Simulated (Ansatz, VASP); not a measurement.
## AlNi in VASP and in Ansatz

Contents of INCAR:

```
SYSTEM = AlNi
PREC     = Accurate       ! precision mode
ENCUT    = 600            ! plane-wave cutoff, eV
EDIFF    = 1E-6           ! SCF threshold, eV
ISMEAR   = -1             ! smearing method
SIGMA    = 0.1            ! smearing width, eV
LREAL    = .FALSE.        ! projectors in reciprocal space
LASPH    = .TRUE.         ! aspherical terms in the spheres
NELM     = 100            ! most SCF steps
ALGO     = Normal         ! electronic algorithm
ISIF     = 3              ! what is computed and relaxed
LWAVE    = .FALSE.        ! write WAVECAR
LCHARG   = .FALSE.        ! write CHGCAR
GGA      = PE             ! functional
IBRION   = 2              ! ionic algorithm
NSW      = 60             ! ionic steps
EDIFFG   = -0.005         ! ionic threshold
```

The input KPOINTS:

```
regular mesh
0
G
  15 15 15
  0 0 0
```

Contents of POSCAR:

```
AlNi
1.0
    0.0000000000      2.4244436911      2.4244436911
    2.4244436911      0.0000000000      2.4244436911
    2.4244436911      2.4244436911      0.0000000000
Ni Al
1 1
Direct
    0.0000000000      0.0000000000      0.0000000000
    0.5000000000      0.5000000000      0.5000000000
```

Input for Ansatz:

```yaml
crystal:
  lattice:
    - [0.0, 2.4244436911, 2.4244436911]
    - [2.4244436911, 0.0, 2.4244436911]
    - [2.4244436911, 2.4244436911, 0.0]
  atoms:
    - { symbol: Ni, position: [0.0, 0.0, 0.0] }
    - { symbol: Al, position: [0.5, 0.5, 0.5] }
kpoints:
  mp_grid: { grid: [15, 15, 15] }
scf:
  occupations: { method: fermi_dirac, width: 0.1 }
hamiltonian:
  xc: pbe
  pseudopotentials: { kind: paw }
output:
  forces: true
  stress: true
relax:
  f_tol: 0.005
  max_steps: 40
  cell: {}
```

Alike in both runs: task relaxation of cell and atoms; functional PBE; k mesh 15 × 15 × 15; occupations fermi-dirac, width 0.1 eV; no spin polarisation.

|  | VASP | Ansatz |
| --- | --- | --- |
| version | VASP 6.6.1 | Ansatz 0.2.0 |
| potentials or method | VASP PAW PBE potentials, release 64 (Ni, Al) | PAW with Ansatz's default frozen-core files, scalar-relativistic |
| plane-wave cutoff (eV) | 600 | 420 |
| valence electrons in the cell | 13 | 21 |

Ansatz gave:

```
relaxed volume (Å³/atom)                                     : 14.34
relaxed cell length with the largest relative difference (Å) : 3.436
```

**Question.** What did VASP give for the same quantities?

**Answer.** Relaxed volume (Å³/atom): 14.33; relaxed cell length with the largest relative difference (Å): 3.435.

The two sets of potentials don't hold the same shells in valence.

Spin polarisation is off, so any magnetic state and its effect on volume and gap are missing.
